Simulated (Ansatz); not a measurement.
# How settings move the results for LiCl

```yaml
crystal:
  lattice:
    - [0.00000, 2.56476, 2.56476]
    - [2.56476, 0.00000, 2.56476]
    - [2.56476, 2.56476, 0.00000]
  atoms:
    - { symbol: Li, position: [0.00000, 0.00000, 0.00000] }
    - { symbol: Cl, position: [0.50000, 0.50000, 0.50000] }
```

Atom numbers follow the list: Li1, Cl2.

The cell is COD entry 1011314, as deposited and not checked against the literature; nothing was relaxed. It is an old determination, and later ones may differ.

Computed with DFT, PBE, all-electron LAPW, scalar-relativistic in Ansatz 0.2.0.

Numerical set-up: a Γ-centred 9×9×9 k mesh, Fermi–Dirac smearing of 0.03 eV, basis error target 0.25 meV/atom, no spin polarisation. One setting is then changed at a time.

```
basis error target (meV/atom)  free energy less the base's (meV/atom)  P (GPa)  gap on the mesh (eV)  cutoff chosen (eV)
                  0.25 (base)                                     0.0     0.40                 6.325                 191
                            3                                     0.7     0.41                 6.326                 138
                           10                                     2.6     0.42                 6.328                 115
                           30                                     8.7     0.47                 6.330                  96
                          0.1                                    -0.1     0.40                 6.325                 213
```
